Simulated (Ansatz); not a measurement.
**P: course of a relaxation**

The calculation used Ansatz 0.2.0, DFT PBEsol, scalar-relativistic, plane waves, PAW. Run with 420 eV cutoff, 8×1×6 k-mesh, Gaussian smearing of 0.02 eV, no spin polarisation.

What was changed: uniaxial strain along c, with a, b and atoms relaxed: -1.5 %.

Command:

```bash
ansatz run input.yaml --threads 1 --pin off --max-ram 2560MiB --backend cpu --events-out ev --progress --plain --runs-dir out
```

Input:

```yaml
crystal:
  lattice:
    - [3.2966834961, 0.0, 0.0]
    - [0.0, 35.0055278906, 0.0]
    - [0.0, 0.0, 4.3703563943]
  atoms:
    - { symbol: P, position: [0.0, 0.9696876241, 0.5826201286] }
    - { symbol: P, position: [0.0, 0.0303123759, 0.4173798714] }
    - { symbol: P, position: [0.5, 0.0303123759, 0.0826201286] }
    - { symbol: P, position: [0.5, 0.9696876241, 0.9173798714] }
basis:
  ecutwfc: 420
kpoints:
  mp_grid: { grid: [8, 1, 6] }
hamiltonian:
  xc: pbesol
scf:
  occupations: { method: gaussian, width: 0.02 }
output:
  forces: true
  stress: true
  eigenvalues: true
relax:
  adjacent_minimum: "off"
  f_tol: 0.008
  max_steps: 40
  cell: { stress_tol: 0.015, fix: [c, angles] }
```

F is the free energy. Steps run on the plane waves of an earlier cell, but the last one, and at times one on the way, on a freshly chosen basis, so a repeated geometry can differ a little in energy. The held parts of the cell keep their stress, so P needn't end at zero.

Steps:

| step | F − F(1) (eV) | largest force component (eV/Å) | V (Å³/atom) | P (GPa) |
| --- | --- | --- | --- | --- |
| 1 | 0.0000 | 0.221 | 126.087 | 0.09 |
| 2 | -0.0034 | 0.061 | 125.622 | 0.08 |
| 3 | -0.0043 | 0.014 | 125.953 | 0.04 |
| 4 | -0.0044 | 0.001 | 126.129 | 0.02 |
| 5 | -0.0044 | 0.001 | 126.129 | 0.02 |

Relaxed structure:

```cif
data_structure
_symmetry_space_group_name_H-M 'P 1'
_symmetry_Int_Tables_number 1
_cell_length_a 3.2976
_cell_length_b 35.0076
_cell_length_c 4.3704
_cell_angle_alpha 90.000
_cell_angle_beta 90.000
_cell_angle_gamma 90.000
_cell_volume 504.51
loop_
_atom_site_label
_atom_site_type_symbol
_atom_site_fract_x
_atom_site_fract_y
_atom_site_fract_z
_atom_site_occupancy
P1 P 0.00000 0.96970 0.58038 1
P2 P 0.00000 0.03030 0.41962 1
P3 P 0.50000 0.03030 0.08038 1
P4 P 0.50000 0.96970 0.91962 1
```

Symmetry: Pmna, No. 53, orthorhombic system. The conventional cell has a = 3.298 Å, b = 35.008 Å, c = 4.370 Å, α = 90.00°, β = 90.00°, γ = 90.00°. P (site symmetry m) is surrounded by 3 P at 2.22 to 2.23 Å.

The run converged. Time: 55 s on 1 thread of Arm Neoverse V1 (shared host), peak memory 0.56 GiB.